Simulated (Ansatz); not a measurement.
# ZnO: vibrational free energy, entropy and heat capacity

All numbers below come from DFT PBE, scalar-relativistic, plane waves, PAW (Ansatz). Cutoff 420 eV, 12×12×6 k-points (Γ-centred), fixed occupations. No spin polarisation. Phonons by linear response, acoustic sum rule imposed.

Relaxed structure:
```
Zn O
1.0
     3.27947    0.00000    0.00000
    -1.63974    2.84011    0.00000
     0.00000    0.00000    5.29371
Zn O
2 2
Direct
  0.33333 0.66667 0.00151
  0.66667 0.33333 0.50151
  0.33333 0.66667 0.38059
  0.66667 0.33333 0.88059
```

It was relaxed at this level from a measured cell (COD). The q mesh is coarse, so values between its points are rough.

Force constants from linear response on a 3×3×1 q mesh, interpolated to a fine mesh.

Phonon density of states, in bins of 10 cm⁻¹:
(bin centre (cm⁻¹), share of modes (%)): (5, 0.0), (15, 0.0), (25, 0.1), (35, 0.3), (45, 0.4), (55, 0.7), (65, 1.1), (75, 1.6), (85, 2.4), (95, 3.5), (105, 4.7), (115, 5.2), (125, 4.2), (135, 3.9), (145, 3.2), (155, 2.9), (165, 1.2), (175, 0.5), (185, 0.7), (195, 0.9), (205, 1.3), (215, 2.5), (225, 5.3), (235, 3.0), (245, 0.2), (255, 0.0), (265, 0.0), (275, 0.0), (285, 0.0), (295, 0.0), (305, 0.0), (315, 0.0), (325, 0.0), (335, 0.0), (345, 0.0), (355, 0.2), (365, 0.6), (375, 1.3), (385, 2.1), (395, 3.5), (405, 4.4), (415, 4.4), (425, 4.4), (435, 4.3), (445, 3.8), (455, 2.7), (465, 1.5), (475, 0.3), (485, 1.4), (495, 4.3), (505, 6.5), (515, 4.4), (525, 0.0)

Task: Give the zero-point energy per atom.

Result: 55.1 meV.

Task: How large are the vibrational entropy and heat capacity at 300 K?

Result: S = 2.82 k_B and C_V = 2.47 k_B per atom, 82 % of the Dulong–Petit value.

Task: Tabulate them against temperature.

Result:
```tsv
T (K)	F_vib (meV/atom)	S (k_B/atom)	C_V (k_B/atom)
100	52.6	0.80	1.16
200	40.9	1.90	2.04
300	20.5	2.82	2.47
400	-7.1	3.56	2.67
500	-40.5	4.17	2.78
600	-78.7	4.68	2.85
700	-121.0	5.12	2.88
800	-166.8	5.51	2.91
900	-215.8	5.85	2.93
1000	-267.6	6.16	2.94
```
